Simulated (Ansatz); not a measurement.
Set up this calculation in Ansatz 0.2.0, as the native input.

* Task: single point
* Functional: PBE
* Potentials or basis: Ansatz PAW
* Cutoff: 420 eV (not typed: the program's choice for these potentials)
* k mesh: 10 × 10 × 5
* Occupations: gaussian, width 0.019 eV
* Spin: no spin polarisation

The system is SiC (Moissanite).

```xyz
4
Lattice="3.0760 0.0000 0.0000 -1.5380 2.6639 0.0000 0.0000 0.0000 5.0480" Properties=species:S:1:pos:R:3 pbc="T T T"
Si    1.5380    0.8880    2.5240
Si    0.0000    1.7759    0.0000
C     1.5380    0.8880    4.4675
C     0.0000    1.7759    1.9435
```

These files were run (other wordings do the same):

input.yaml

```yaml
crystal:
  lattice:
    - [3.076, 0.0, 0.0]
    - [-1.538, 2.663894142, 0.0]
    - [0.0, 0.0, 5.048]
  atoms:
    - { symbol: Si, position: [0.6666666667, 0.3333333333, 0.5] }
    - { symbol: Si, position: [0.3333333333, 0.6666666667, 0.0] }
    - { symbol: C, position: [0.6666666667, 0.3333333333, 0.885] }
    - { symbol: C, position: [0.3333333333, 0.6666666667, 0.385] }
hamiltonian:
  xc: pbe
  pseudopotentials: { kind: paw }
kpoints:
  mp_grid: { grid: [10, 10, 5] }
scf:
  occupations: { method: gaussian, width: 0.019 }
output:
  forces: true
  stress: true
  eigenvalues: true
  write_density: true
  write_potential: true
  elf: true
  volumetric_format: npy
```

Potentials or basis: Ansatz PAW.

Run with:

```sh
$ ansatz run input.yaml --threads 2 --pin off --max-ram 5632MiB --backend cpu --events-out ev --progress --plain --runs-dir out
```

It gave:

The pressure is 3.7 GPa and the largest force is 0.753 eV/Å. The band gap on the k mesh is 2.48 eV, indirect (least direct gap 4.08 eV).

Caveat: odd divisions of the mesh miss points on the zone boundary, where band edges often lie, so the gap on the mesh can be too wide.

Wall time 3.1 s on 2 threads of Intel(R) Xeon(R) Processor @ 2.50GHz (Skylake/Cascade Lake), on a shared host, peak memory 0.35 GiB.
